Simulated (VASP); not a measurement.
Wanted: the native input for a VASP 6.6.1 run.

```
Task                   : single point
Functional             : PBE
Potentials or basis    : VASP PAW PBE potentials, release 64 (Ba_sv)
Cutoff                 : 520 eV
k mesh                 : 9 × 9 × 9
Occupations            : gaussian, width 0.1 eV
Spin                   : no spin polarisation
Dipole correction      : no
Further INCAR settings : ALGO = Normal; EDIFF = 1e-07; NBANDS = 11
```

The structure of Ba lies in POSCAR:

```
Ba
1.0
    4.0716054855      0.0391771754      0.0391771754
    0.0391771754      4.0716054855      0.0391771754
    0.0391771754      0.0391771754      4.0716054855
Ba
1
Direct
    0.0000000000      0.0000000000      0.0000000000
```

This isn't the form of Ba at room conditions, which is bcc.

The cell isn't the ideal one: strained and moved within a subgroup.

These files were run (other wordings do the same):

INCAR

```
SYSTEM = Ba
PREC     = Accurate       ! precision mode
ENCUT    = 520            ! plane-wave cutoff, eV
EDIFF    = 1E-7           ! SCF threshold, eV
ISMEAR   = 0              ! smearing method
SIGMA    = 0.1            ! smearing width, eV
LREAL    = .FALSE.        ! projectors in reciprocal space
LASPH    = .TRUE.         ! aspherical terms in the spheres
NELM     = 80             ! most SCF steps
ALGO     = Normal         ! electronic algorithm
ISIF     = 2              ! what is computed and relaxed
LWAVE    = .FALSE.        ! write WAVECAR
LCHARG   = .FALSE.        ! write CHGCAR
GGA      = PE             ! functional
NBANDS   = 11             ! bands
```

KPOINTS

```
regular mesh
0
G
  9 9 9
  0 0 0
```

Potentials or basis: VASP PAW PBE potentials, release 64 (Ba_sv).

Launch:

```sh
$ cat potpaw_PBE.64/Ba_sv/POTCAR > POTCAR
$ mpirun -np 1 vasp_std > vasp.out
```

It gave:

```json
{
  "Pressure": "-0.5 GPa",
  "Band gap on the k mesh": "0.08 eV, direct"
}
```

Caveat: spin-orbit coupling is left out, which moves the levels of the heavy elements; an odd mesh through Γ misses points on the zone boundary, where band edges often lie.

It took 28 s on 1 thread of Intel(R) Xeon(R) Platinum 8488C (Sapphire Rapids), with other jobs on the host, peak memory 0.2 GiB.
